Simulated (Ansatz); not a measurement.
Reaction (formal exchange of groups at a C–C bond): `O=C(O)C(F)(F)F` + `Brc1ccccc1` → `O=C(O)c1ccc(Br)cc1` + trifluoromethane

Gas-phase electronic energies from Ansatz, PBE0-D4/def2-TZVP geometries. CCSD(T)/CBS adds triple-zeta CCSD(T) − MP2 to the extrapolated MP2 energy (def2 sets, frozen cores). This one scheme is used for every species. DFT in def2-TZVPP. B3LYP here is the variant with VWN-RPA as its local correlation; programs differ in this. HSE06 is defined as in plane-wave codes. For Br outer-core shells are correlated without core-valence functions, which leaves a few kJ/mol of doubt a bond. Scalar relativity is left out up to krypton. Each species was taken in one conformer, which may not be the lowest.

Question: Is it downhill or uphill in electronic energy at CCSD(T)/CBS, and by how much? (Estimate.)

Answer: The calculation gave: Downhill: ΔE = -0.54 eV.

Question: What do these levels give: PBE-D4, revPBE-D4, BLYP-D4, BHLYP-D4, CAM-B3LYP-D4, B2PLYP, B3LYP, HSE06, LC-ωPBE, CCSD(T)/def2-SVP, SCS-MP2/def2-TZVPP, CCSD/def2-TZVPP? (An estimate is asked.)

Answer: The calculation gave: PBE-D4 -0.53, revPBE-D4 -0.54, BLYP-D4 -0.54, BHLYP-D4 -0.57, CAM-B3LYP-D4 -0.53, B2PLYP -0.54, B3LYP -0.51, HSE06 -0.52, LC-ωPBE -0.48, CCSD(T)/def2-SVP -0.51, SCS-MP2/def2-TZVPP -0.56, CCSD/def2-TZVPP -0.53 eV.

Largest T1 diagnostic among the species: 0.014.

The D4 term adds −0.04 eV with B3LYP and −0.03 eV with PBE0; it sums over pairs of atoms, weighted by their polarisabilities, and B3LYP, whose exchange is more repulsive, gets the larger term. From BLYP to BHLYP (50 % exact exchange), in def2-TZVPP and without D4, ΔE moves by −0.04 eV. Leaving LDA and LC-ωPBE aside and taking each functional with its dispersion term where it has one, the values, not all of them listed here, spread over 0.08 eV, from BHLYP-D4 to ωB97M-V. LDA lies −0.03 eV from PBE without D4.
